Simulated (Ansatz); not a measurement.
**AlN: a vibration from a frozen displacement**

Level of theory: DFT r2SCAN, scalar-relativistic, plane waves, PAW (Ansatz). The runs took a 500 eV cutoff, a Γ-centred 10×10×10 mesh and Gaussian smearing (0.05 eV). No spin polarisation. Energies are free energies at this smearing, counted from the undisturbed cell; pressure is positive in compression.

Reference structure (as given, not relaxed at this level; it stands at 0.3 GPa; this zinc-blende form isn't the usual structure):

```
CELL_PARAMETERS angstrom
0.00000 2.18399 2.18399
2.18399 0.00000 2.18399
2.18399 2.18399 0.00000
ATOMIC_POSITIONS crystal
Al 0.00000 0.00000 0.00000
N 0.75000 0.75000 0.75000
```

Every Al atom is moved by x along the Cartesian unit vector (0.577, 0.577, 0.577); the cell and all other atoms stay fixed. The cell's volume is 20.83 Å³; the moved atoms weigh 26.982 u together and the others 14.007 u.

| x (Å) | ΔE (meV/cell) | total force on the moved atoms along the move (eV/Å) | pressure (GPa) |
| --- | --- | --- | --- |
| -0.2000 | 413.13 | 4.8153 | 7.0939 |
| -0.1500 | 214.09 | 3.2024 | 3.8264 |
| -0.1000 | 87.78 | 1.8961 | 1.7299 |
| -0.0500 | 20.27 | 0.8426 | 0.6007 |
| 0.0000 | 0.00 | 0.0000 | 0.2602 |
| 0.0500 | 17.31 | -0.6651 | 0.5517 |
| 0.1000 | 63.99 | -1.1785 | 1.3364 |
| 0.1500 | 132.97 | -1.5604 | 2.4895 |
| 0.1750 | 173.88 | -1.7078 | 3.1682 |
| 0.2000 | 218.14 | -1.8284 | 3.8971 |

Problem. What frequency belongs to this motion?

Solution. The force constant is k = −dF/dx = 15.078 eV/Å², from the parabola through x = -0.0500, 0 and 0.0500. In every cell the moved atoms swing against the rest, so the mass is μ = m₁m₂/(m₁ + m₂) = 9.220 u, and ν̃ = 521.5 cm⁻¹ × √(|k|/μ) = 667 cm⁻¹. To first order in x, and within 1 %, the force on every atom lies along the move and, within each of the two groups, in proportion to the atom's mass, so this is itself a mode at the zone centre of this cell, taken without macroscopic field (the transverse frequency in a polar insulator).

Problem. How far does the harmonic law reach?

Solution. At x = -0.200 Å, kx²/2 = 301.55 meV against the computed 413.13 meV (+37.0 %): the well stiffens in this direction at large amplitude.

The well is markedly lopsided: it stiffens for negative x but softens for positive x, where the energy at 0.2000 Å is only 218.14 meV. Zinc-blende has no inversion centre, so a cubic term is allowed along this axis. Negative x drives Al head-on into one N neighbour, against steep short-range repulsion, while positive x stretches that bond and closes the other three only obliquely. The high frequency of 667 cm⁻¹ reflects stiff, polar covalent Al–N bonds and the light N atom.

The pressure rises for either sign of x. This polar optical mode cannot couple linearly to a uniform volume change, so the leading pressure change is even in x, though symmetry does not fix its sign. Its rise means that the force constant falls as the cell expands, so this mode has a positive Grüneisen parameter and favours thermal expansion. Cubic symmetry makes the harmonic transverse frequency the same for every direction of displacement, but the lopsidedness found here doesn't carry over: along a cube axis the cubic term vanishes.
